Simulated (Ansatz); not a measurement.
**PbS2: a single-point run**

The task is a single-point run on PbS2. The structure is shown as the input types it. The cell is built on a prototype (CdCl2 type) and needn't be the phase found in nature.

Program: Ansatz 0.2.0. Level of theory: density functional or hybrid calculation with the settings of its input, plane waves (as first typed). These are calculated values, not measurements.

1 further run of the same task is left out (it didn't finish).

## 1. The structure to begin with

Symmetry: R-3m, No. 166, trigonal system. The conventional cell has a = 3.820 Å, b = 3.820 Å, c = 17.692 Å, α = 90.00°, β = 90.00°, γ = 120.00°. Pb (site symmetry -3m) is surrounded by 6 S at 2.68 Å. S (site symmetry 3m) has 3 Pb at 2.68 Å as nearest neighbours.

As a file:

```cif
data_structure
_symmetry_space_group_name_H-M 'R-3m:H'
_symmetry_Int_Tables_number 166
_cell_length_a 3.8198
_cell_length_b 3.8198
_cell_length_c 17.6922
_cell_angle_alpha 90.000
_cell_angle_beta 90.000
_cell_angle_gamma 120.000
_cell_volume 223.55
loop_
_atom_site_label
_atom_site_type_symbol
_atom_site_symmetry_multiplicity
_atom_site_Wyckoff_symbol
_atom_site_fract_x
_atom_site_fract_y
_atom_site_fract_z
_atom_site_occupancy
Pb1 Pb 3 a 0.00000 0.00000 0.00000 1
S1 S 6 c 0.33333 0.66667 0.91391 1
```

## 2. Input and run

input.yaml

```yaml
crystal:
  lattice:
    - [1.9098773987, 1.1026682303, 5.8973836042]
    - [-1.9098773987, 1.1026682303, 5.8973836042]
    - [0.0, -2.2053364605, 5.8973836042]
  atoms:
    - { symbol: Pb, position: [0.0, 0.0, 0.0] }
    - { symbol: S, position: [0.2472450479, 0.2472450479, 0.2472450479] }
    - { symbol: S, position: [0.7527549521, 0.7527549521, 0.7527549521] }
kpoints:
  mp_grid: { grid: [2, 4, 6] }
hamiltonian:
  xc: pbe
scf:
  occupations: { method: fermi_dirac, width: 0.02 }
  n_extra_bands: 4
output:
  forces: true
  stress: true
  eigenvalues: true
```

Run with:

```console
ansatz run input.yaml --threads 4 --pin off --max-ram 3686MiB --backend cpu --events-out ev --progress --plain --runs-dir out
```

What happens when this is run?

The program finished normally, with warnings (symmetry narrowed by mesh). Its log warns: «crystal.symmetry: narrowed to the stabiliser of the k-point mesh — unitary ops 12 → 2; excluded 10 operations that carry a point of the 2×4×6 mesh (shift [0, 0 ...»

Look at the input: kpoints.mp_grid.grid is [2, 4, 6]. The mesh doesn't respect the lattice's symmetry: fewer operations survive, and spurious anisotropy appears.

Run again and compare: set kpoints.mp_grid.grid to [6, 6, 6].
